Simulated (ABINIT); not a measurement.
Runs of ABINIT 10.8.3 (patched build) on Ga. Symmetry: Pm-3m, No. 221, cubic system. The conventional cell has a = 2.716 Å, b = 2.716 Å, c = 2.716 Å, α = 90.00°, β = 90.00°, γ = 90.00°. Around Ga (site symmetry m-3m) lie 6 Ga at 2.72 Å. The cell was built by a generator and needn't be a form met in nature.

```csv
level,gap on the mesh (eV),pressure (GPa)
LDA,none,-4.6
SCAN,none,-3.2
PBEsol,none,(a)
revPBE,none,(b)
r2SCAN,none,-2.7
```

Alike in all rows: task single point; potentials or basis JTH PAW PBE v2.0; no spin polarisation; cell as given; k mesh 10 × 10 × 10; cutoff (eV) 544; smearing fermi-dirac 0.05 eV.

Question: Fill in the values left out.

Answer: (a) -3.0; (b) 1.4.

Caveats: the PAW data sets were made with another functional, which shifts forces and pressure a little.

A k mesh can miss the band edges, and the runs leave out spin-orbit coupling on Ga.

A gap of «none» marks a metal or a gap under the smearing width.

Runs at the PBE level aren't shown here.
